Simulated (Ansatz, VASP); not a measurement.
# Cross-check of SiC (Moissanite 3C) between VASP and Ansatz

Wanted: the spread between two codes on one cell, functional and k mesh.

Method: plane waves, with VASP 6.6.1 beside it; single point at LDA, in Ansatz 0.2.0.

**1. Set-up**

It takes space group F-43m (No. 216, cubic). Conventional cell: a = 4.358 Å, b = 4.358 Å, c = 4.358 Å, α = 90.00°, β = 90.00°, γ = 90.00°. Nearest to Si lie 4 C at 1.89 Å. Nearest to C lie 4 Si at 1.89 Å. Farther neighbours are not listed.

**2. VASP: single point, LDA**

A single point gives forces, pressure and levels at one fixed geometry, so differences don't come from the geometry; what else differs is listed under the comparison.

Lines of VASP's logs that name or quote its potential files are left out, and so is its time.

INCAR

```
SYSTEM = SiC
PREC = Accurate
ENCUT = 520
EDIFF = 1E-07
NELM = 100
ISMEAR = 0
SIGMA = 0.01
LREAL = .FALSE.
ALGO = Normal
GGA = CA
NBANDS = 10
LORBIT = 11
LWAVE = .FALSE.
LCHARG = .FALSE.
KPAR = 2
```

POSCAR

```
SiC
1.0
    0.0000000000      2.1790000000      2.1790000000
    2.1790000000      0.0000000000      2.1790000000
    2.1790000000      2.1790000000      0.0000000000
Si C
1 1
Direct
    0.0000000000      0.0000000000      0.0000000000
    0.7500000000      0.7500000000      0.7500000000
```

KPOINTS

```
Automatic mesh
0
Gamma
9 9 9
0 0 0
```

Potentials, in the order of the species: Si and C (PBE family, release 64).

Launch:

```
> mpirun -np 2 vasp_std
```

Numbers of over 12 decimals in the logs are rounded to 6 here.

What it wrote:

```text
[banner, memory and clock lines left out]
running    2 mpi-ranks, on    1 nodes
 distrk:  each k-point on    1 cores,    2 groups
 distr:  one band on    1 cores,    1 groups

 POSCAR found type information on POSCAR SiC
 POSCAR found :  2 types and       2 ions
|                                                                             |
|               ----> ADVICE to this user running VASP <----                  |
|                                                                             |
|     You enforced a specific xc type in the INCAR file but a different       |
|     [... a line on the potential file left out ...]
|     I HOPE YOU KNOW WHAT YOU ARE DOING!                                     |
|                                                                             |

 LDA part: xc-table for (Slater(with rela. corr.)+CA(PZ))
 , standard interpolation
 POSCAR, INCAR and KPOINTS ok, starting setup
 FFT: planning ... GRIDC
 FFT: planning ... GRID_SOFT
 FFT: planning ... GRID
 WAVECAR not read
 entering main loop
       N       E                     dE             d eps       ncg     rms          rms(c)
DAV:   1     0.286813475557E+01    0.28681E+01   -0.39668E+03   732   0.671E+02
DAV:   2    -0.178643464081E+02   -0.20732E+02   -0.19683E+02   906   0.115E+02
DAV:   3    -0.185058578126E+02   -0.64151E+00   -0.64048E+00   820   0.175E+01
DAV:   4    -0.185085420450E+02   -0.26842E-02   -0.26840E-02   832   0.142E+00
DAV:   5    -0.185085543479E+02   -0.12303E-04   -0.12303E-04   822   0.888E-02    0.823E+00
DAV:   6    -0.166733497691E+02    0.18352E+01   -0.70472E+00   726   0.127E+01    0.336E+00
DAV:   7    -0.166050104912E+02    0.68339E-01   -0.33911E-01   828   0.365E+00    0.161E+00
DAV:   8    -0.165852768163E+02    0.19734E-01   -0.28045E-02   734   0.106E+00    0.140E-01
DAV:   9    -0.165850338184E+02    0.24300E-03   -0.16026E-03   834   0.234E-01    0.825E-02
DAV:  10    -0.165850440826E+02   -0.10264E-04   -0.11440E-04   744   0.669E-02    0.245E-02
DAV:  11    -0.165850441042E+02   -0.21614E-07   -0.46704E-06   812   0.132E-02    0.100E-02
DAV:  12    -0.165850439298E+02    0.17433E-06   -0.47130E-07   744   0.392E-03    0.589E-04
DAV:  13    -0.165850439316E+02   -0.17614E-08   -0.12411E-08   362   0.704E-04
   1 F= -.16585044E+02 E0= -.16585044E+02  d E =-.184386E-84
```

From OUTCAR (step 2):

```text
ion  position               nearest neighbor table
   1  0.000  0.000  0.000-   2 1.89   2 1.89   2 1.89   2 1.89
   2  0.750  0.750  0.750-   1 1.89   1 1.89   1 1.89   1 1.89

  LATTYP: Found a face centered cubic cell.
 ALAT       =     4.3580000000

 Subroutine GETGRP returns: Found 24 space group operations
 (whereof 24 operations were pure point group operations)

The static configuration has the point symmetry T_d .

 Found     35 irreducible k-points:

   k-points           NKPTS =     35   k-points in BZ     NKDIM =     35   number of bands    NBANDS=     10

   dimension x,y,z NGX =    24 NGY =   24 NGZ =   24
   dimension x,y,z NGXF=    48 NGYF=   48 NGZF=   48

   ENCUT  =  520.0 eV  38.22 Ry    6.18 a.u.   5.73  5.73  5.73*2*pi/ulx,y,z

   NELECT =       8.0000    total number of electrons

 k-points in reciprocal lattice and weights: Automatic mesh
   0.00000000  0.00000000  0.00000000       0.001
   0.11111111  0.00000000  0.00000000       0.011
   0.22222222  0.00000000  0.00000000       0.011
   0.33333333  0.00000000  0.00000000       0.011
   0.44444444  0.00000000  0.00000000       0.011
   0.11111111  0.11111111  0.00000000       0.008
   0.22222222  0.11111111  0.00000000       0.033
   0.33333333  0.11111111  0.00000000       0.033
   0.44444444  0.11111111  0.00000000       0.033
[...]
-0.33333333  0.44444444  0.11111111       0.033
  -0.33333333  0.44444444  0.22222222       0.033

 average (electrostatic) potential at core
       1 -79.9349       2 -44.8049

 E-fermi :   8.0513

 k-point     1 :       0.0000    0.0000    0.0000
  band No.  band energies     occupation
      1      -7.4233      2.00000
      2       7.9154      2.00000
      3       7.9154      2.00000
      4       7.9154      2.00000
      5      14.1986      0.00000
      6      15.1050      0.00000
      7      15.1050      0.00000
      8      15.1050      0.00000
      9      22.4741      0.00000
    ...

 k-point     2 :       0.1111    0.0000    0.0000
  band No.  band energies     occupation
      1      -7.1814      2.00000
      2       6.7099      2.00000
      3       7.7503      2.00000
      4       7.7503      2.00000
      5      14.3949      0.00000
      6      15.3969      0.00000
      7      15.3969      0.00000
      8      15.5178      0.00000
      9      21.3550      0.00000
    ...

 k-point     3 :       0.2222    0.0000    0.0000
  band No.  band energies     occupation
      1      -6.4682      2.00000
      2       4.2809      2.00000
      3       7.3930      2.00000
      4       7.3930      2.00000
      5      13.9784      0.00000
      6      15.7359      0.00000
      7      15.7359      0.00000
      8      16.8726      0.00000
      9      20.8425      0.00000
    ...

  Total       -0.3577623     -0.3577623     -0.3577623      0.0000000      0.0000000      0.0000000
  in kB      -27.7015103    -27.7015103    -27.7015103      0.0000000      0.0000000      0.0000000
  external PRESSURE =     -27.7015103 kB  Pullay stress =       0.0000000 kB

  energy-cutoff  :      520.00
  volume of cell :       20.69
      direct lattice vectors                 reciprocal lattice vectors
     0.000000000  2.179000000  2.179000000    -0.229463056  0.229463056  0.229463056
     2.179000000  0.000000000  2.179000000     0.229463056 -0.229463056  0.229463056
     2.179000000  2.179000000  0.000000000     0.229463056  0.229463056 -0.229463056

 POSITION                                       TOTAL-FORCE (eV/Angst)
 -----------------------------------------------------------------------------------
      0.00000      0.00000      0.00000        -0.000000     -0.000000     -0.000000
      3.26850      3.26850      3.26850         0.000000      0.000000      0.000000
 -----------------------------------------------------------------------------------
    total drift:                               -0.000000     -0.000000     -0.000000

  FREE ENERGIE OF THE ION-ELECTRON SYSTEM (eV)
  ---------------------------------------------------
  free  energy   TOTEN  =       -16.5850439316 eV

  energy  without entropy=      -16.5850439316  energy(sigma->0) =      -16.58504393

 total charge
# of ion       s       p       d       tot
------------------------------------------
    1        0.707   0.975   0.000   1.682
    2        0.821   1.709   0.000   2.530
--------------------------------------------------
tot          1.528   2.684   0.000   4.212

[... 3 further parts left out ...]
```

The run ends at a pressure of -2.77 GPa.

**3. Ansatz: single point, LDA**

Ansatz runs on its default PAW (the set named soft_2) files.

The same cell, functional (in two slightly different forms), mesh and smearing now go to Ansatz, which takes its cutoff from its data sets.

input.yaml

```yaml
crystal:
  lattice:
    - [0.0, 2.179, 2.179]
    - [2.179, 0.0, 2.179]
    - [2.179, 2.179, 0.0]
  atoms:
    - { symbol: Si, position: [0.0, 0.0, 0.0] }
    - { symbol: C, position: [0.75, 0.75, 0.75] }
hamiltonian:
  xc: lda
  pseudopotentials: { kind: paw }
kpoints:
  mp_grid: { grid: [9, 9, 9] }
scf:
  occupations: { method: gaussian, width: 0.01 }
  n_extra_bands: 4
output:
  forces: true
  stress: true
  eigenvalues: true
  write_density: true
  write_potential: true
  elf: true
  volumetric_format: npy
```

Launch:

```
> ansatz run input.yaml --threads 2 --pin off --max-ram 4608MiB --backend cpu --events-out ev --progress --plain --runs-dir out
```

What it wrote:

```text
scf.n_extra_bands = 4 over 4 filled bands (N_el = 8.0): the run solves 8 bands
Engine: ansatz 0.2.0, x86_64-unknown-linux-gnu
Pseudopotentials: kind: paw
Pseudopotential: Si, paw, valence charge 4, recommended cutoff 420 eV (normal), Si.paw.azcp
Pseudopotential: C, paw, valence charge 4, recommended cutoff 420 eV (normal), C.paw.azcp
Functional definition: SPW92
  exchange = slater_x
  correlation = pw_c
Crystal: 2 atoms, lattice volume = 20.692 Å³
Basis set: ecut = 420 eV, 411 PW (Γ)
Bands: 8, of which v1, the nominal top of the filled ones, is band 4 counted from 1 (3 counted from 0)
Symmetry: 24 space group operations
Space group: F-43m (ITA 216), of the structure as read, at distance tolerance 2.7e-5 Å
k-points: 35 of 729 (time reversal used)
Non-local potential: Si, projectors of the file, l = 0: 2, l = 1: 2, l = 2: 2
Non-local potential: C, projectors of the file, l = 0: 2, l = 1: 2, l = 2: 1
PAW form: soft (Blöchl's): semilocal exchange-correlation on the pseudo side does not see the compensation charge
PAW frozen core: Si, regenerated for the run's functional, and the local potential with it (the file was generated under x = pbe(κ = 0.804, μ = 0.219515), c = pbe(β = 0.066725))
PAW frozen core: C, regenerated for the run's functional, and the local potential with it (the file was generated under x = pbe(κ = 0.804, μ = 0.219515), c = pbe(β = 0.066725))
PAW one-centre angular grid: Si, 110 points (default); XC on 64 Gauss nodes
PAW one-centre angular grid: C, 110 points (default); XC on 64 Gauss nodes
Initial density: superposition of atomic densities (neutral atoms: chi_scale 0, normalization atom), corrected by the library's trained network
Initial wavefunctions: pseudopotential atomic-orbital guess
Functional: x = slater, c = lda
SCF iter   1: F=—  HF=-852.198251 eV  |F-HF|=—  |Δ(HF+E_count)|=         —  Δρ=7.65e-3  dr2=1.26e-2  ethr=1.77e-3  ⟨swp⟩=6.1  Hψ=2407  notcnv=0
preconditioner: auto → none  [insulator: Δε(μ)=1.384 eV  Ē_g=13.884 eV  σ=0.010 eV  W_gap=1.00  n_scr=0 (ndim 8)  ℏωp=23.1 eV  f_vac=0.000  D(μ)=0.00/eV (n_scr^D=0)  ε∞_Penn≈3.8]
SCF iter   2: F=—  HF=-852.194887 eV  |F-HF|=—  |Δ(HF+E_count)|=   3.36e-3  Δρ=3.54e-3  dr2=1.29e-3  ethr=1.58e-4  ⟨swp⟩=2.3  Hψ=729  notcnv=0
SCF iter   3: F=—  HF=-852.194542 eV  |F-HF|=—  |Δ(HF+E_count)|=   3.45e-4  Δρ=1.47e-3  dr2=1.77e-4  ethr=1.61e-5  ⟨swp⟩=2.5  Hψ=527  notcnv=0
SCF iter   4: F=—  HF=-852.194498 eV  |F-HF|=—  |Δ(HF+E_count)|=   4.40e-5  Δρ=2.43e-4  dr2=5.31e-6  ethr=2.21e-6  ⟨swp⟩=1.0  Hψ=280  notcnv=0
SCF iter   5: F=—  HF=-852.194501 eV  |F-HF|=—  |Δ(HF+E_count)|=   2.33e-6  Δρ=1.17e-5  dr2=1.18e-8  ethr=6.64e-8  ⟨swp⟩=1.7  Hψ=360  notcnv=0
SCF iter   6: F=-852.194501 eV  HF=-852.194501 eV  |F-HF|=8.16e-11  |Δ(HF+E_count)|=   5.19e-9  Δρ=1.61e-6  dr2=1.87e-10  ethr=1.47e-10  ⟨swp⟩=5.0  Hψ=1333  notcnv=0
SCF 1 converged in 6 iterations: F = -852.194501 eV  dr2 = 1.87e-10
  greatest PAW one-centre occupation: 0.637 electrons in one spin orbital (limit 2), on the C atom at site 1 (counted from 0), in its partial waves of l = 0
SCF converged after 6 iterations
Free energy (F): -852.194501 eV
Harris-Foulkes:  -852.194501 eV  (|F-HF|=8.16e-11)
Internal energy: -852.194501 eV  (E = F + TS)
E sigma→0 (E₀):  -852.194501 eV
Fermi energy:    9.974312 eV
--- Per-component energies (eV) ---
  E_band       = 27.045453
  E_kinetic    = 135.702664
  E_local      = -106.260231  (includes V_loc(G=0)·N_el)
  E_nonlocal   = 53.908485
  E_hartree    = 31.772181
  E_xc         = -104.703143
  E_vxc        = -109.364610  (∫ρ·V_xc dr)
  E_paw        = -577.977851  (= ΣΔE_a)
  E_vpaw       = -10.485162  (= ΣTr[D̂ρ^β])
  E_aug_tail   = 0.000012  (compensation charges beyond the density's cutoff)
  E_ewald      = -284.783780
  E_core_change = 0.147163  (= ΣΔE_core)
  E_smearing   = -0.000000  (= −TS)
  E_closure    = 0.000000  (closes the sum)
  Σ components = -852.194501   (vs F -852.194501, Δ=0.00e0)
--- Forces (eV/Å), atoms counted from 1 ---
  atom   1  Si    -0.00000000     0.00000000    -0.00000000
  atom   2  C      0.00000000    -0.00000000    -0.00000000
  max |Σ_I F_I| component: 3.70e-17 eV/Å
--- Stress (GPa, compression-positive) ---
       -4.425629       0.000000      -0.000000
        0.000000      -4.425629       0.000000
        0.000000       0.000000      -4.425629
  P = ⅓ Tr σ = -4.4256 GPa (-44.256 kbar)
--- Band table (eV; the first three rows and the last of 35) ---
  k-point 0: bands = ["-6.0746", "9.2443", "9.2443", "9.2443", "15.5113", "16.4433", "16.4433", "16.4433"]
  k-point 1: bands = ["-5.8327", "8.0433", "9.0812", "9.0812", "15.7177", "16.7326", "16.7326", "16.8429"]
  k-point 2: bands = ["-5.1201", "5.6207", "8.7272", "8.7272", "15.2990", "17.0661", "17.0661", "18.1959"]
  k-point 34: bands = ["-0.9792", "2.2566", "4.1267", "5.1069", "14.2409", "17.8979", "18.1918", "20.3206"]
```

It took 5.2 s on 2 threads of Intel Xeon Platinum 8259CL at 2.50GHz (Skylake/Cascade Lake), shared host; peak memory 0.33 GiB.

The run ends at a pressure of -4.43 GPa.

**4. Side by side**

Known differences besides the potentials themselves: the two LDA forms differ slightly; the cutoff is 420 eV in Ansatz and 520 eV in VASP; Ansatz makes its cores anew for this functional, VASP keeps those of its PBE data sets; VASP's log shows a relativistic correction to its local exchange, Ansatz's none. Total energies have different zeros and are not compared.

Both answers:

| quantity | Ansatz | VASP | difference |
| --- | --- | --- | --- |
| pressure (GPa) | -4.43 | -2.77 | -1.66 |
| pressure without Ansatz's Pulay correction (GPa) | -4.82 | -2.77 | -2.05 |
| gap on the k mesh (eV) | 1.460 | 1.448 | +0.012 |

A gap on the mesh is an upper bound, since the band edges may lie between its points. Ansatz's pressure holds a Pulay correction of 0.40 GPa; VASP's holds none.

**5. Further runs**

Further runs change the set-up of one program: Ansatz's method, potentials or start, or VASP's data sets, cutoff or form of LDA. The table gives Ansatz less VASP for each quantity, since a change that brings one quantity closer may part another.

| run | pressure (GPa) | gap on the k mesh (eV) | pressure without Ansatz's Pulay correction (GPa) |
| --- | --- | --- | --- |
| as above | -1.7 | 0.012 | -2.1 |
| cores kept as stored | -1.1 | 0.0078 | -1.5 |
| Ansatz's larger PAW set (cutoff 800 eV) | -1.7 | 0.012 |  |
| norm-conserving potentials (cutoff 1116 eV) | -2.1 | 0.023 | -2.2 |

**6. Outcome**

```
difference in pressure (single point, LDA) : -1.7 GPa
```

The difference in pressure is -1.7 GPa (single point, LDA), beyond the 1 GPa picked in this series as the mark of a large difference. Single point, LDA, cores kept as stored: the difference in pressure goes from -1.7 to -1.1 GPa; the difference in gap on the k mesh goes from 0.012 to 0.0078 eV; the difference in pressure without Ansatz's Pulay correction goes from -2.1 to -1.5 GPa. Single point, LDA, norm-conserving potentials (cutoff 1116 eV): the difference in gap on the k mesh goes from 0.012 to 0.023 eV. Such differences can come from data sets, numerical settings and the points named under the comparisons, not from the functional's error against experiment.

[Lines on the potential files, build, host, timing and source positions are cut from VASP's logs without a mark.]

[Logs are printed without paths, hosts, clocks, repeated set-up lines and the standing remarks that a program may print on its own settings, such as how far it seeks lower states.]

[Hosts, paths, dates, database ids (printed as entryN), source tags and the programs' standing remarks are cut or masked in the printed files.]
